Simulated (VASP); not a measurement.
Input of a VASP 6.6.1 run:

The input INCAR:

```
PREC = Accurate ; ENCUT = 600
EDIFF = 1E-7 ; ISMEAR = 0
SIGMA = 0.1 ; LREAL = F
LASPH = T ; NELM = 60
ALGO = Normal ; ISIF = 3
LWAVE = F ; LCHARG = F
GGA = PE ; IBRION = 2
NSW = 90 ; EDIFFG = -0.005
```

The input KPOINTS:

```
regular mesh
0
Gamma
  18 18 18
```

POSCAR

```
Ti
1.0
    0.0000000000      2.0545745400      2.0545745400
    2.0545745400      0.0000000000      2.0545745400
    2.0545745400      2.0545745400      0.0000000000
Ti
1
Direct
    0.0000000000      0.0000000000      0.0000000000
```

Potentials or basis: VASP PAW PBE potentials, release 64 (Ti_sv).

The run is started by

```console
$ cat potpaw_PBE.64/Ti_sv/POTCAR > POTCAR
$ mpirun -np 1 vasp_std > vasp.out
```

Question: Predict the band gap on the k mesh.

Answer: None (metal or under the smearing width).

Final structure:
```xyz
1
Lattice="0.0000 2.0546 2.0546 2.0546 0.0000 2.0546 2.0546 2.0546 0.0000" Properties=species:S:1:pos:R:3 pbc="T T T"
Ti    0.0000    0.0000    0.0000
```

Caveat: the relaxation stopped at its first step, so nothing moved.
